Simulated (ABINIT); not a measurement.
Here is an ABINIT 10.8.3 (patched build) calculation.

File run.abi:

```
# Pseudopotentials
pp_dirpath "./"
pseudos "C.upf"

# Structure
acell 4.6278975352 4.6278975249 44.5494905568
rprim
     1.0000000000     0.0000000000     0.0000000000
    -0.4999999991     0.8660254043     0.0000000000
     0.0000000000     0.0000000000     1.0000000000
ntypat 1
znucl 6
natom 4
typat 1 1 1 1
xcart
     2.3139487939     1.3359589284    25.3655630945
    -0.0000000168     2.6719178968    19.1839274623
     0.0000000000     0.0000000000    19.1865781570
     0.0000000000     0.0000000000    25.3629123998
chkprim 0
chksymtnons 0
tolsym 1.0e-6

# Plane-wave basis
ecut 41.0

# k points
kptopt 1
ngkpt 9 9 2
nshiftk 1
shiftk 0.0 0.0 0.0

# Exchange and correlation
ixc 7

# Bands and occupations
nband 12
occopt 3
tsmear 0.00183747

# SCF cycle
nstep 100
tolvrs 1.0e-10

# Output
iomode 3
prtwf 0
prteig 0
prtebands 0
prtden 1
prtvha 1
prtvclmb 1
prtpot 1
prtelf 1
```

Potentials or basis: PseudoDojo NC SR LDA v0.4.1 standard.

Run with:

```sh
$ mpirun --bind-to none -np 4 abinit run.abi > log 2>&1
```

**Question.** Estimate the band gap on the k mesh.

**Answer.** None (metal or under the smearing width).
